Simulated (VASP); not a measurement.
# ZnSe (Stilleite): convergence with the SCF solver and smearing, part 2 of 3

Aim: find what the SCF solver and smearing change for ZnSe (Stilleite), and what they cost. The atoms are off their equilibrium sites, so that forces can be compared too. The series runs use r2SCAN. The atoms of the start are displaced at random from the sites of a F-43m cell.

VASP 6.6.1; r2SCAN; plane waves and PAW (Zn, Se).

Still holding for the runs below: Spin-orbit coupling is off here; it would split degenerate levels, and it lifts a valence top of Se p states by about 0.1 eV.

So far. Step 4 (SCF solver: ALGO = VeryFast): Against the first of the series the energy stays within 0.01 meV an atom; the pressure moves by +0.05 GPa, after 21 cycles in 7.1 min. Step 5 (SCF solver: ALGO = All): Against the first of the series the energy stays within 0.01 meV an atom; the pressure moves by -0.02 GPa, after 18 cycles in 6.2 min.

## (6) SCF solver: ALGO = Damped

The input, INCAR:

```
SYSTEM = ZnSe
PREC = Accurate
ENCUT = 400
EDIFF = 1E-06
NELM = 100
ISMEAR = -1
SIGMA = 0.05
LREAL = .FALSE.
ALGO = Damped
METAGGA = R2SCAN
LASPH = .TRUE.
NBANDS = 15
LORBIT = 11
LWAVE = .FALSE.
LCHARG = .FALSE.
KPAR = 2
ISIF = 2
```

The input, POSCAR:

```
ZnSe
1.0
    0.0000000000      2.8338000000      2.8338000000
    2.8338000000      0.0000000000      2.8338000000
    2.8338000000      2.8338000000      0.0000000000
Zn Se
1 1
Direct
   -0.0007710000      0.0024180000     -0.0012080000
    0.2407990000      0.2413540000      0.2578680000
```

The input, KPOINTS:

```
Automatic mesh
0
Gamma
8 8 8
0 0 0
```

PAW data sets: Zn and Se (PBE family, release 64).

Run with:

```bash
> mpirun -np 2 vasp_std
```

What it wrote:

```text
[... set-up lines as in an earlier step ...]
 entering main loop
       N       E                     dE             d eps       ncg     rms           ort
DAV:   1     0.114450262849E+03    0.11445E+03   -0.73893E+03  3900   0.130E+03
DAV:   2     0.372613627426E+01   -0.11072E+03   -0.10448E+03  3900   0.306E+02
DAV:   3    -0.227105226150E+02   -0.26437E+02   -0.25681E+02  3900   0.137E+02
DAV:   4    -0.270740543622E+02   -0.43635E+01   -0.43087E+01  3900   0.616E+01
[...]
DMP:  21    -0.248941510888E+02   -0.33670E-05   -0.17647E-06  3900   0.284E-06   0.411E-06
DMP:  22    -0.248941525006E+02   -0.14118E-05   -0.12296E-06  3900   0.462E-06  -0.405E-06
DMP:  23    -0.248941518697E+02    0.63091E-06   -0.44092E-07  3900   0.761E-07   0.893E-07
 final diagonalization occupied
   1 F= -.24894152E+02 E0= -.24894152E+02  d E =-.154045E-09
```

It took 5.4 min on 2 MPI ranks of Intel Xeon Platinum 8259CL at 2.50GHz (Skylake/Cascade Lake), shared host; peak memory 0.71 GiB; 11 min of CPU time.

OUTCAR, selected parts (step 6):

```text
  Total       -0.0505977     -0.0490411     -0.0720330      0.2953847      0.0307446     -0.0100563
  in kB       -1.7811652     -1.7263656     -2.5357392     10.3982680      1.0822857     -0.3540076
  external PRESSURE =      -2.0144233 kB  Pullay stress =       0.0000000 kB

 POSITION                                       TOTAL-FORCE (eV/Angst)
 -----------------------------------------------------------------------------------
      2.83723      5.66199      2.83847        -0.025866     -0.000632     -0.297743
      1.41470      1.41312      1.36633         0.025866      0.000632      0.297743
 -----------------------------------------------------------------------------------
    total drift:                                0.006286     -0.008941      0.008630

  FREE ENERGIE OF THE ION-ELECTRON SYSTEM (eV)
  ---------------------------------------------------
  free  energy   TOTEN  =       -24.8941518697 eV

  energy  without entropy=      -24.8941518695  energy(sigma->0) =      -24.89415187

[... 2 parts as in an earlier step ...]

[... 1 further part left out ...]
[key lines of the parts left out:]
E-fermi :   2.2605
```

Against the first of the series the energy stays within 0.01 meV an atom; the pressure moves by +0.01 GPa, after 23 cycles in 5.4 min.

## (7) SCF solver: AMIX = 0.1, BMIX = 0.01

INCAR: that of step 6 with these lines changed.

```diff
@@ -8,3 +8,3 @@
 LREAL = .FALSE.
-ALGO = Damped
+ALGO = Normal
 METAGGA = R2SCAN
@@ -17 +17,3 @@
 ISIF = 2
+AMIX = 0.1
+BMIX = 0.01
```

POSCAR is that of step 6.

KPOINTS is that of step 6.

Run with:

```bash
> mpirun -np 2 vasp_std
```

What it wrote:

```text
[... set-up lines as in an earlier step ...]
 entering main loop
       N       E                     dE             d eps       ncg     rms          rms(c)
[... 5 cycles as in an earlier step ...]
DAV:   6    -0.249841038744E+02    0.26918E+01   -0.52965E-01  9284   0.166E+01    0.532E+00
DAV:   7    -0.249090618132E+02    0.75042E-01   -0.89462E-02 11980   0.415E+00    0.458E+00
DAV:   8    -0.248804341743E+02    0.28628E-01   -0.21370E-01 11798   0.723E+00    0.265E+00
DAV:   9    -0.249059539964E+02   -0.25520E-01   -0.11618E-01  9242   0.388E+00    0.570E-01
[...]
DAV:  17    -0.248941503661E+02    0.48285E-05   -0.32589E-06  6519   0.483E-02    0.261E-03
DAV:  18    -0.248941514889E+02   -0.11228E-05   -0.41173E-07  4047   0.163E-02    0.557E-04
DAV:  19    -0.248941514701E+02    0.18822E-07   -0.56356E-08  4075   0.215E-03
   1 F= -.24894151E+02 E0= -.24894151E+02  d E =-.158033E-09
```

Wall time 4.7 min (2 MPI ranks); peak memory 0.51 GiB.

From OUTCAR (step 7):

```text
  Total       -0.0599435     -0.0583885     -0.0813756      0.2953714      0.0307498     -0.0100605
  in kB       -2.1101575     -2.0554205     -2.8646220     10.3977979      1.0824686     -0.3541554
  external PRESSURE =      -2.3434000 kB  Pullay stress =       0.0000000 kB

 POSITION                                       TOTAL-FORCE (eV/Angst)
 -----------------------------------------------------------------------------------
      2.83723      5.66199      2.83847        -0.025858     -0.000633     -0.297730
      1.41470      1.41312      1.36633         0.025858      0.000633      0.297730
 -----------------------------------------------------------------------------------
    total drift:                                0.006313     -0.008945      0.008809

  FREE ENERGIE OF THE ION-ELECTRON SYSTEM (eV)
  ---------------------------------------------------
  free  energy   TOTEN  =       -24.8941514701 eV

  energy  without entropy=      -24.8941514700  energy(sigma->0) =      -24.89415147

[... 2 parts as in an earlier step ...]

[... 1 further part left out ...]
[key lines of the parts left out:]
E-fermi :   2.2569
```

Against the first of the series the energy stays within 0.01 meV an atom; the pressure moves by -0.02 GPa, after 19 cycles in 4.7 min.

## (8) SCF solver: AMIX = 0.8

INCAR: that of step 7 with these lines changed.

```diff
@@ -17,3 +17,2 @@
 ISIF = 2
-AMIX = 0.1
-BMIX = 0.01
+AMIX = 0.8
```

POSCAR is that of step 7.

KPOINTS is that of step 7.

Run with:

```bash
> mpirun -np 2 vasp_std
```

What it wrote:

```text
[... set-up lines as in an earlier step ...]
 entering main loop
       N       E                     dE             d eps       ncg     rms          rms(c)
[... 5 cycles as in an earlier step ...]
DAV:   6    -0.250089075674E+02    0.26670E+01   -0.29008E+00  9508   0.542E+01    0.531E+00
DAV:   7    -0.248822695576E+02    0.12664E+00   -0.80906E-01  9655   0.217E+01    0.208E+00
DAV:   8    -0.248935246625E+02   -0.11255E-01   -0.48617E-02  9795   0.215E+00    0.655E-01
DAV:   9    -0.248940357375E+02   -0.51107E-03   -0.35051E-03  9235   0.757E-01    0.905E-02
DAV:  10    -0.248941734333E+02   -0.13770E-03   -0.86129E-04 10103   0.796E-01    0.653E-02
DAV:  11    -0.248941431811E+02    0.30252E-04   -0.15342E-04  9921   0.361E-01    0.101E-02
DAV:  12    -0.248941530404E+02   -0.98593E-05   -0.11089E-05 10159   0.407E-02    0.210E-03
DAV:  13    -0.248941522294E+02    0.81099E-06   -0.80319E-07  5048   0.136E-02
   1 F= -.24894152E+02 E0= -.24894152E+02  d E =-.157995E-09
```

The job ended after 3.3 min (2 MPI ranks; peak memory 0.51 GiB; 6.6 min of CPU time).

OUTCAR, selected parts (step 8):

```text
  Total       -0.0516973     -0.0501415     -0.0731353      0.2954065      0.0307486     -0.0100571
  in kB       -1.8198710     -1.7651032     -2.5745422     10.3990341      1.0824260     -0.3540360
  external PRESSURE =      -2.0531721 kB  Pullay stress =       0.0000000 kB

 POSITION                                       TOTAL-FORCE (eV/Angst)
 -----------------------------------------------------------------------------------
      2.83723      5.66199      2.83847        -0.025860     -0.000633     -0.297717
      1.41470      1.41312      1.36633         0.025860      0.000633      0.297717
 -----------------------------------------------------------------------------------
    total drift:                                0.006293     -0.008939      0.008692

  FREE ENERGIE OF THE ION-ELECTRON SYSTEM (eV)
  ---------------------------------------------------
  free  energy   TOTEN  =       -24.8941522294 eV

  energy  without entropy=      -24.8941522292  energy(sigma->0) =      -24.89415223

[... 2 parts as in an earlier step ...]

[... 1 further part left out ...]
[key lines of the parts left out:]
E-fermi :   2.2569
```

Against the first of the series the energy stays within 0.01 meV an atom; the pressure moves by +0.01 GPa, after 13 cycles in 3.3 min.

## (9) SCF solver: IMIX = 1, AMIX = 0.2

INCAR: that of step 8 with these lines changed.

```diff
@@ -17,2 +17,3 @@
 ISIF = 2
-AMIX = 0.8
+IMIX = 1
+AMIX = 0.2
```

POSCAR is that of step 8.

KPOINTS is that of step 8.

Run with:

```bash
> mpirun -np 2 vasp_std
```

What it wrote:

```text
[... set-up lines as in an earlier step ...]
 entering main loop
       N       E                     dE             d eps       ncg     rms          rms(c)
[... 5 cycles as in an earlier step ...]
DAV:   6    -0.249471293251E+02    0.27287E+01   -0.73142E-01  8892   0.218E+01    0.506E+00
DAV:   7    -0.249000985163E+02    0.47031E-01   -0.10557E-01  9187   0.286E+00    0.409E+00
DAV:   8    -0.248911931394E+02    0.89054E-02   -0.20247E-02  8985   0.115E+00    0.331E+00
DAV:   9    -0.248884032964E+02    0.27898E-02   -0.73833E-03  9638   0.711E-01    0.268E+00
[...]
DAV:  37    -0.248941465593E+02   -0.14085E-05   -0.24569E-08  3921   0.150E-03    0.546E-03
DAV:  38    -0.248941476576E+02   -0.10983E-05   -0.16974E-08  3921   0.124E-03    0.442E-03
DAV:  39    -0.248941485154E+02   -0.85784E-06   -0.11770E-08  3921   0.103E-03
   1 F= -.24894149E+02 E0= -.24894149E+02  d E =-.158066E-09
```

It took 8.6 min on 2 MPI ranks; peak memory 0.51 GiB; 17 min of CPU time.

Parts of OUTCAR (step 9):

```text
  Total       -0.0536671     -0.0521129     -0.0751030      0.2954131      0.0307475     -0.0100585
  in kB       -1.8892122     -1.8345025     -2.6438103     10.3992691      1.0823883     -0.3540829
  external PRESSURE =      -2.1225083 kB  Pullay stress =       0.0000000 kB

 POSITION                                       TOTAL-FORCE (eV/Angst)
 -----------------------------------------------------------------------------------
      2.83723      5.66199      2.83847        -0.025868     -0.000630     -0.297769
      1.41470      1.41312      1.36633         0.025868      0.000630      0.297769
 -----------------------------------------------------------------------------------
    total drift:                                0.006278     -0.008935      0.008543

  FREE ENERGIE OF THE ION-ELECTRON SYSTEM (eV)
  ---------------------------------------------------
  free  energy   TOTEN  =       -24.8941485154 eV

  energy  without entropy=      -24.8941485153  energy(sigma->0) =      -24.89414852

[... 2 parts as in an earlier step ...]

[... 1 further part left out ...]
[key lines of the parts left out:]
E-fermi :   2.2569
```

Against the first of the series the energy stays within 0.01 meV an atom and the pressure within 0.01 GPa, after 39 cycles in 8.6 min.

## (10) The SCF solver series as a table

This step: convergence of r2SCAN results with the solver; plane waves and PAW (VASP 6.6.1).

No new run; the numbers come from the runs before.

Differences are taken from the run with ALGO = Normal. Results of the series, by row:

```csv
setting,status,energy less the reference (meV/atom),pressure (GPa),largest force difference (meV/Å),gap (eV),SCF cycles,wall time (s)
ALGO = Normal,converged,0,-0.2151,0,1.81,15,225
ALGO = Fast,converged,1.60e-4,-0.2156,0.006,1.81,16,310
ALGO = VeryFast,converged,2.00e-5,-0.1697,0.002,1.81,21,426.1
ALGO = All,converged,-4.75e-4,-0.2372,0.005,1.81,18,375
ALGO = Damped,converged,-5.00e-5,-0.2014,0.015,1.81,23,322
"AMIX = 0.1, BMIX = 0.01",converged,1.50e-4,-0.2343,0.006,1.81,19,281
AMIX = 0.8,converged,-2.30e-4,-0.2053,0.011,1.81,13,199
"IMIX = 1, AMIX = 0.2",converged,0.001625,-0.2123,0.041,1.809,39,516.1
```

## (11) Smearing: ISMEAR = -1, SIGMA = 0.01

This step: r2SCAN; plane waves and PAW (Zn, Se) (VASP 6.6.1).

With a gap, smearing should do nothing until its tail reaches across the gap.

INCAR: that of step 9 with these lines changed.

```diff
@@ -6,3 +6,3 @@
 ISMEAR = -1
-SIGMA = 0.05
+SIGMA = 0.01
 LREAL = .FALSE.
@@ -17,3 +17 @@
 ISIF = 2
-IMIX = 1
-AMIX = 0.2
```

POSCAR is that of step 9.

KPOINTS is that of step 9.

Run with:

```bash
> mpirun -np 2 vasp_std
```

What it wrote:

```text
[... set-up lines as in an earlier step ...]
 entering main loop
       N       E                     dE             d eps       ncg     rms          rms(c)
DAV:   1     0.581634262810E+02    0.58163E+02   -0.78140E+03  7808   0.116E+03
DAV:   2    -0.229338501348E+02   -0.81097E+02   -0.76972E+02  8941   0.234E+02
DAV:   3    -0.276423355359E+02   -0.47085E+01   -0.46936E+01  9319   0.598E+01
DAV:   4    -0.276757172642E+02   -0.33382E-01   -0.33379E-01  9585   0.549E+00
DAV:   5    -0.276758665080E+02   -0.14924E-03   -0.14924E-03  9718   0.322E-01    0.504E+00
DAV:   6    -0.249079145562E+02    0.27680E+01   -0.13874E+00  8752   0.341E+01    0.471E+00
DAV:   7    -0.248782871557E+02    0.29627E-01   -0.30702E-01  9704   0.915E+00    0.222E+00
DAV:   8    -0.248922397930E+02   -0.13953E-01   -0.34999E-02  9592   0.180E+00    0.538E-01
DAV:   9    -0.248940627770E+02   -0.18230E-02   -0.42799E-03 10313   0.152E+00    0.870E-02
[... 1 cycle as in an earlier step ...]
DAV:  11    -0.248941571292E+02    0.24308E-04   -0.35260E-04 10453   0.419E-01    0.421E-02
[... 1 cycle as in an earlier step ...]
DAV:  13    -0.248941518316E+02   -0.69992E-05   -0.11203E-05 10369   0.648E-02    0.438E-03
[... 1 cycle as in an earlier step ...]
DAV:  15    -0.248941517669E+02   -0.99897E-06   -0.14007E-07  4131   0.789E-03
   1 F= -.24894152E+02 E0= -.24894152E+02  d E =-.107346E-10
```

Wall time 3.8 min (2 MPI ranks); peak memory 0.51 GiB; 7.6 min of CPU time.

Parts of OUTCAR (step 11):

```text
   NELECT =      18.0000    total number of electrons

 E-fermi :   1.5367

  Total       -0.0544884     -0.0529338     -0.0759236      0.2953793      0.0307429     -0.0100584
  in kB       -1.9181270     -1.8633982     -2.6726983     10.3980771      1.0822258     -0.3540809
  external PRESSURE =      -2.1514078 kB  Pullay stress =       0.0000000 kB

  FREE ENERGIE OF THE ION-ELECTRON SYSTEM (eV)
  ---------------------------------------------------
  free  energy   TOTEN  =       -24.8941517669 eV

  energy  without entropy=      -24.8941517669  energy(sigma->0) =      -24.89415177

[... 17 parts as in an earlier step ...]

[... 2 further parts left out ...]
```

Numbers from this step:

```yaml
scf_cycles: 15
fermi_energy: 1.537 eV
pressure: -0.2151 GPa
```

The series starts at -12.4471 eV an atom and -0.22 GPa, after 15 cycles in 3.8 min. The entropy term T·S comes to 0.00 meV an atom in size.

## (12) Smearing: ISMEAR = -1, SIGMA = 0.05

INCAR: that of step 11 with these lines changed.

```diff
@@ -6,3 +6,3 @@
 ISMEAR = -1
-SIGMA = 0.01
+SIGMA = 0.05
 LREAL = .FALSE.
```

POSCAR is that of step 11.

KPOINTS is that of step 11.

Run with:

```bash
> mpirun -np 2 vasp_std
```

What it wrote:

```text
[... set-up lines as in an earlier step ...]
 entering main loop
       N       E                     dE             d eps       ncg     rms          rms(c)
[... 15 cycles as in an earlier step ...]
   1 F= -.24894152E+02 E0= -.24894152E+02  d E =-.158016E-09
```

It took 3.8 min on 2 MPI ranks; peak memory 0.51 GiB; 7.5 min of CPU time.

Parts of OUTCAR (step 12):

```text
[... 6 parts as in an earlier step ...]

[... 1 further part left out ...]
[key lines of the parts left out:]
E-fermi :   2.2569
```

Against the run before the energy at zero width stays within 0.01 meV an atom and the pressure within 0.01 GPa, after 15 cycles in 3.8 min. The entropy term T·S comes to 0.00 meV an atom in size.

## (13) Smearing: ISMEAR = -1, SIGMA = 0.1

INCAR: that of step 12 with these lines changed.

```diff
@@ -6,3 +6,3 @@
 ISMEAR = -1
-SIGMA = 0.05
+SIGMA = 0.1
 LREAL = .FALSE.
```

POSCAR is that of step 12.

KPOINTS is that of step 12.

Run with:

```bash
> mpirun -np 2 vasp_std
```

What it wrote:

```text
[... set-up lines as in an earlier step ...]
 entering main loop
       N       E                     dE             d eps       ncg     rms          rms(c)
DAV:   1     0.581546380856E+02    0.58155E+02   -0.78140E+03  7808   0.116E+03
DAV:   2    -0.229339783683E+02   -0.81089E+02   -0.76965E+02  8941   0.234E+02
DAV:   3    -0.276423365089E+02   -0.47084E+01   -0.46929E+01  9319   0.598E+01
DAV:   4    -0.276757182203E+02   -0.33382E-01   -0.33379E-01  9585   0.549E+00
[...]
DAV:  13    -0.248941520435E+02   -0.69996E-05   -0.11204E-05 10369   0.648E-02    0.438E-03
DAV:  14    -0.248941509795E+02    0.10640E-05   -0.25485E-06  6785   0.299E-02    0.789E-04
DAV:  15    -0.248941519788E+02   -0.99932E-06   -0.14009E-07  4131   0.789E-03
   1 F= -.24894152E+02 E0= -.24894151E+02  d E =-.229121E-05
```

Wall time 3.8 min (2 MPI ranks); peak memory 0.51 GiB.

From OUTCAR (step 13):

```text
  Total       -0.0544842     -0.0529295     -0.0759193      0.2953804      0.0307430     -0.0100584
  in kB       -1.9179764     -1.8632482     -2.6725451     10.3981181      1.0822297     -0.3540822
  external PRESSURE =      -2.1512566 kB  Pullay stress =       0.0000000 kB

  FREE ENERGIE OF THE ION-ELECTRON SYSTEM (eV)
  ---------------------------------------------------
  free  energy   TOTEN  =       -24.8941519788 eV

  energy  without entropy=      -24.8941496876  energy(sigma->0) =      -24.89415083

[... 3 parts as in an earlier step ...]

[... 1 further part left out ...]
[key lines of the parts left out:]
E-fermi :   2.3437
```

Against the run before the energy at zero width stays within 0.01 meV an atom and the pressure within 0.01 GPa, after 15 cycles in 3.8 min. The entropy term T·S comes to 0.00 meV an atom in size.

## (14) Smearing: ISMEAR = -1, SIGMA = 0.2

INCAR: that of step 13 with these lines changed.

```diff
@@ -6,3 +6,3 @@
 ISMEAR = -1
-SIGMA = 0.1
+SIGMA = 0.2
 LREAL = .FALSE.
```

POSCAR is that of step 13.

KPOINTS is that of step 13.

Run with:

```bash
> mpirun -np 2 vasp_std
```

What it wrote:

```text
[... set-up lines as in an earlier step ...]
 entering main loop
       N       E                     dE             d eps       ncg     rms          rms(c)
DAV:   1     0.581326226407E+02    0.58133E+02   -0.78140E+03  7808   0.116E+03
DAV:   2    -0.229346155215E+02   -0.81067E+02   -0.76940E+02  8941   0.234E+02
DAV:   3    -0.276424922633E+02   -0.47079E+01   -0.46919E+01  9319   0.598E+01
DAV:   4    -0.276758729825E+02   -0.33381E-01   -0.33378E-01  9585   0.549E+00
[...]
DAV:  14    -0.248942242647E+02    0.10748E-05   -0.25667E-06  6778   0.301E-02    0.795E-04
DAV:  15    -0.248942252683E+02   -0.10036E-05   -0.14142E-07  4131   0.796E-03    0.290E-04
DAV:  16    -0.248942250818E+02    0.18651E-06   -0.64129E-08  4089   0.411E-03
   1 F= -.24894225E+02 E0= -.24893980E+02  d E =-.490449E-03
```

Elapsed: 4 min, on 2 MPI ranks; peak memory 0.51 GiB; 7.9 min of CPU time.

OUTCAR, selected parts (step 14):

```text
  Total       -0.0594367     -0.0578820     -0.0808749      0.2955499      0.0307612     -0.0100649
  in kB       -2.0923190     -2.0375898     -2.8469939     10.4040848      1.0828701     -0.3543091
  external PRESSURE =      -2.3256342 kB  Pullay stress =       0.0000000 kB

 POSITION                                       TOTAL-FORCE (eV/Angst)
 -----------------------------------------------------------------------------------
      2.83723      5.66199      2.83847        -0.025861     -0.000631     -0.297698
      1.41470      1.41312      1.36633         0.025861      0.000631      0.297698
 -----------------------------------------------------------------------------------
    total drift:                                0.006291     -0.008938      0.008661

  FREE ENERGIE OF THE ION-ELECTRON SYSTEM (eV)
  ---------------------------------------------------
  free  energy   TOTEN  =       -24.8942250818 eV

  energy  without entropy=      -24.8937346330  energy(sigma->0) =      -24.89397986

[... 2 parts as in an earlier step ...]

[... 1 further part left out ...]
[key lines of the parts left out:]
E-fermi :   2.5342
```

Against the run before the energy at zero width moves by +0.09 meV an atom and the pressure by -0.02 GPa, after 16 cycles in 4 min. The entropy term T·S comes to 0.25 meV an atom in size.

(Part 2 of 3 ends here.)

[Lines on the potential files, build, host, timing and source positions are cut from VASP's logs without a mark.]

[Logs are printed without paths, hosts, clocks, repeated set-up lines and the standing remarks that a program may print on its own settings, such as how far it seeks lower states.]

[Hosts, paths, dates, database ids (printed as entryN), source tags and the programs' standing remarks are cut or masked in the printed files.]

[A measured line is paired with the nearest computed mode of its activity, which favours agreement.]

[In band tables of VASP the shares of atoms and orbitals are scaled to a sum of 1 inside the atoms' spheres.]
